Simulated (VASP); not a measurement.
SrO in VASP 6.6.1, single-point calculation

INCAR

```
ALGO = Normal
LWAVE = .FALSE.
NSW = 0
ENCUT = 520
LCHARG = .FALSE.
EDIFF = 1E-7
ISIF = 2
NELM = 120
NBANDS = 15
LASPH = .TRUE.
SIGMA = 0.01
METAGGA = R2SCAN
IBRION = -1
ISMEAR = 0
LREAL = .FALSE.
PREC = Accurate
```

KPOINTS

```
KPOINTS created by Atomic Simulation Environment
0
Gamma
8 8 8
0 0 0
```

POSCAR

```
Sr O
 1.0000000000000000
     0.0000000000000000    2.5282944794000000    2.5282944794000000
     2.5282944794000000    0.0000000000000000    2.5282944794000000
     2.5282944794000000    2.5282944794000000    0.0000000000000000
 Sr  O
   1   1
Cartesian
  0.0000000000000000  0.0000000000000000  0.0000000000000000
  2.5282944793999995  2.5282944793999995  2.5282944793999995
```

The recommended PBE PAW datasets give the neutral cell 16 valence electrons.

Command

```
mpirun -np 1 vasp_std
```

Predict the outcome of this run.

It converged. Results: gap between bands v and c on the k mesh 3.71 eV; least direct gap on the k mesh 3.76 eV; pressure 7.2 GPa. Band v is the last that the valence electrons fill when counted band by band, and c is the next.

OSZICAR

```
N       E                     dE             d eps       ncg     rms          rms(c)
DAV:   1     0.469937698354E+02    0.46994E+02   -0.85013E+03   870   0.107E+03
DAV:   2    -0.317078025528E+02   -0.78702E+02   -0.71543E+02  1208   0.226E+02
DAV:   3    -0.346360406466E+02   -0.29282E+01   -0.29044E+01  1095   0.391E+01
DAV:   4    -0.347099067567E+02   -0.73866E-01   -0.73859E-01  1013   0.602E+00
DAV:   5    -0.347118592926E+02   -0.19525E-02   -0.19525E-02  1111   0.828E-01    0.179E+01
DAV:   6    -0.268774453715E+02    0.78344E+01   -0.44262E+00  1199   0.174E+01    0.167E+01
DAV:   7    -0.269947411526E+02   -0.11730E+00   -0.20061E-01   877   0.406E+00    0.938E+00
DAV:   8    -0.270119220573E+02   -0.17181E-01   -0.85567E-02   884   0.310E+00    0.941E-01
DAV:   9    -0.270071155443E+02    0.48065E-02   -0.17118E-02  1066   0.126E+00    0.268E-01
DAV:  10    -0.270073693309E+02   -0.25379E-03   -0.14495E-03   947   0.381E-01    0.130E-01
DAV:  11    -0.270075574808E+02   -0.18815E-03   -0.25131E-04   877   0.165E-01    0.825E-02
DAV:  12    -0.270075499818E+02    0.74990E-05   -0.34209E-05  1059   0.529E-02    0.182E-02
DAV:  13    -0.270075492723E+02    0.70944E-06   -0.45002E-06  1129   0.219E-02    0.142E-02
DAV:  14    -0.270075488313E+02    0.44103E-06   -0.51557E-07  1031   0.719E-03    0.460E-03
DAV:  15    -0.270075486236E+02    0.20769E-06   -0.38978E-08   561   0.194E-03    0.113E-03
DAV:  16    -0.270075485978E+02    0.25830E-07   -0.70710E-09   470   0.648E-04
   1 F= -.27007549E+02 E0= -.27007549E+02  d E =-.122082E-18
```

Standard output (part)

```
POSCAR found type information on POSCAR SrO
 POSCAR found :  2 types and       2 ions
 LDA part: xc-table for (None), standard interpolation
 POSCAR, INCAR and KPOINTS ok, starting setup
 WAVECAR not read
 entering main loop
```

For comparison, a separate r²SCAN run of the intended cell, on usual settings and not on those above, gives a gap of 3.71 eV on its mesh and a pressure of 7.2 GPa.
